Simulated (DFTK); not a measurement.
## Sc under changes of volume

One of the cells (23.086 Å³/atom); the others are scaled copies at fixed shape and fractional positions:

```
Sc
1.0
     0.00000    2.26000    2.26000
     2.26000    0.00000    2.26000
     2.26000    2.26000    0.00000
Sc
1
Direct
  0.00000 0.00000 0.00000
```

This isn't the form of Sc at room conditions, which is hcp.

| Item | Value |
| --- | --- |
| Program | DFTK 0.8.2 |
| Functional | PBE |
| Potentials or basis | dojo.nc.sr.pbe.v0_4_1.standard.upf (PBE) |
| Cutoff | 1061 eV |
| k mesh | 10 × 10 × 10 |
| Occupations | fermi-dirac, width 0.05 eV |
| Spin | no spin polarisation |

| volume (Å³/atom) | energy over the lowest point (meV/atom) | pressure (GPa) |
| --- | --- | --- |
| 21.701 | ? | ? |
| 22.163 | 46.51 | 6.5 |
| 22.625 | 29.82 | 5.1 |
| 23.086 | 17.12 | 3.8 |
| 23.548 | 8.10 | 2.6 |
| 24.010 | 2.49 | 1.4 |
| 24.472 | 0.00 | 0.4 |

What does the run at 21.701 Å³/atom give?

Energy over the lowest point 67.48 meV/atom; pressure 8.1 GPa.

Worked out: A Birch-Murnaghan fit of order 3 (a polynomial in V^(-2/3)) to the other rows has its minimum at 24.63 Å³/atom, just outside them, with B0 = V·E''(V) = 52 GPa and B' = 3.2. It gives 67.55 meV/atom at 21.701 Å³/atom, against the run's 67.48, and -dE/dV = 8.1 GPa, against 8.1.

Energies are extrapolated to zero smearing.

Caveats: the minimum lies outside the volumes run.
